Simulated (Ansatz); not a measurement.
Six crystals in the diamond structure, computed with PBE in Ansatz (plane waves, PAW datasets (generated soft set 1); cutoff 420 eV), no spin polarisation, no spin–orbit coupling, Fermi–Dirac smearing of 0.061 eV, k-spacing 0.06 Å⁻¹.

(1) Rank them by lattice constant, smallest first.
A. V
B. C
C. Sn
D. Zr
E. Rb
F. B

Answers

(1) B (3.572 Å), F (4.051 Å), A (5.300 Å), D (6.279 Å), C (6.655 Å), E (10.418 Å).

Model structures, not the usual forms at ambient conditions (metastable or hypothetical): B, V, Zr, Rb.
